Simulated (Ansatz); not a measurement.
Relaxing Mg₃B

These are results of DFT PBE, scalar-relativistic, plane waves, PAW in Ansatz 0.2.0, not measurements. Cutoff 420 eV, Γ-centred k mesh, Gaussian smearing, no spin polarisation in the final step.

Mg₃B was placed on the Cu3Au (L1_2) structure type (Pm-3m, No. 221), with B in place of Au, Mg in place of Cu, at a guessed volume.

```
CELL_PARAMETERS angstrom
3.93689 0.00000 0.00000
0.00000 3.93689 0.00000
0.00000 0.00000 3.93689
ATOMIC_POSITIONS crystal
Mg 0.00000 0.50000 0.50000
Mg 0.50000 0.00000 0.50000
Mg 0.50000 0.50000 0.00000
B 0.00000 0.00000 0.00000
```

Cell and atoms relax at zero pressure; the relaxation can't lower the symmetry of the start. After a coarse first stage the cell is made exact in the group found at 0.06 Å.

Energies over the elements count from the elements' standard structures at the same level, with no empirical corrections.

(1) Describe the relaxed structure.

(2) What are its volume, energy, density and gap?

Results:

(1) It keeps Pm-3m (No. 221). The result has the Cu3Au (L1_2) structure. Conventional cell: a = 4.044 Å. Mg is coordinated by 4 B at 2.86 Å and 8 Mg at 2.86 Å; around B lie 12 Mg at 2.86 Å.

```xyz
4
Lattice="4.0439 0.0000 0.0000 0.0000 4.0439 0.0000 0.0000 0.0000 4.0439" Properties=species:S:1:pos:R:3 pbc="T T T"
Mg    0.0000    2.0220    2.0220
Mg    2.0220    0.0000    2.0220
Mg    2.0220    2.0220    0.0000
B     0.0000    0.0000    0.0000
```

(2) The volume per atom is 16.53 Å³, the density is 2.10 g/cm³ and the energy over the elements is 0.56 eV/atom. The gap on the 12×12×12 mesh is 0 eV (a metal).

The final run used a 12×12×12 mesh on its 4-atom cell and 0.10 eV smearing. The k mesh leaves about 4 meV/atom of noise in metals. A later test with randomly moved atoms came back to it.

Cost: 5 runs of about 1.5 core-minutes in all, on Intel Xeon 6975P-C (Granite Rapids) (shared hosts).